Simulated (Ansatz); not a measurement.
A run of Ansatz 0.2.0 is set up as follows.

The input input.yaml:

```yaml
crystal:
  lattice:
    - [-1.655654, 1.655654, 1.655654]
    - [1.655654, -1.655654, 1.655654]
    - [1.655654, 1.655654, -1.655654]
  atoms:
    - { symbol: Ag, position: [0.0, 0.0, 0.0] }
hamiltonian:
  xc: pbe
  pseudopotentials: { kind: paw }
kpoints:
  mp_grid: { grid: [11, 11, 11] }
scf:
  occupations: { method: gaussian, width: 0.014 }
output:
  forces: true
  stress: true
  eigenvalues: true
```

Potentials or basis: Ansatz PAW.

Launch:

```sh
$ ansatz run input.yaml --threads 2 --pin off --max-ram 5632MiB --backend cpu --events-out ev --progress --plain --runs-dir out
```

**Question.** Estimate the band gap on the k mesh.

**Answer.** None (metal or under the smearing width).

**Question.** Predict the pressure.

**Answer.** -0.8 GPa.
